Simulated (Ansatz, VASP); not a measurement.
KBr: VASP beside Ansatz

```
K Br
1.0
     0.00000    3.29250    3.29250
     3.29250    0.00000    3.29250
     3.29250    3.29250    0.00000
K Br
1 1
Direct
  0.00000 0.00000 0.00000
  0.50000 0.50000 0.50000
```

Alike in both runs: task single point; functional PBEsol; k mesh 6 × 6 × 6; occupations gaussian, width 0.1 eV; no spin polarisation.

```csv
,VASP,Ansatz
version,VASP 6.6.1,Ansatz 0.2.0
potentials or method,"VASP PAW PBE potentials, release 64 (K_sv, Br)","scalar-relativistic, plane waves, PAW"
plane-wave cutoff (eV),520,420
valence electrons in the cell,16,16
```

```csv
,VASP,Ansatz,Ansatz less VASP
gap on the k mesh at the Fermi level (eV),4.30,4.30,+0.003
least direct gap on the mesh (eV),4.30,4.30,+0.003
pressure (GPa),-0.2,-0.2,-0.04
```

The functional is the same, so the differences come from potentials, cutoffs and numerics.

Caveats: the PAW data sets were made with another functional, which shifts forces and pressure a little (VASP). Expect the measured gap to be larger: semilocal functionals such as PBEsol lack the derivative discontinuity.
